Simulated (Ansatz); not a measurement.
## Second-order optical response of WS2

Computed with Ansatz 0.2.0, DFT PBEsol, scalar-relativistic, plane waves, PAW. Plane waves to 420 eV; Γ-centred k mesh 12×12×2; fixed occupations. No spin polarisation. Phonons by linear response, acoustic sum rule imposed.

The cell, relaxed at this level:
```xyz
3
Lattice="3.1457 0.0000 0.0000 -1.5728 2.7242 0.0000 0.0000 0.0000 16.9534" Properties=species:S:1:pos:R:3 pbc="T T T"
W     0.0000    1.8162    0.0000
S     1.5728    0.9081   15.3866
S     1.5728    0.9081    1.5668
```

The crystal is built of layers and no dispersion correction was added, so the binding between them is poorly described, and with it their spacing and whatever depends on it. Spin–orbit coupling is left out, which matters for heavy elements.

Q: Give the static, clamped-ion nonlinear coefficients d_iJ = χ⁽²⁾/2 (pm/V, Voigt columns xx yy zz yz xz xy).

A:
```
x    0.0  0.0  0.0  0.0  0.0  4.0
y    4.0 -4.0  0.0  0.0  0.0  0.0
z    0.0  0.0  0.0  0.0  0.0  0.0
```
The largest is 4.0 pm/V, at a Kohn–Sham gap of 1.94 eV; a functional that narrows the gap inflates it.

This form isn't the usual stable structure of the compound.

Cost: 1 run of about 15 core-minutes, on Intel Xeon Platinum 8175M (Skylake/Cascade Lake) (shared hosts).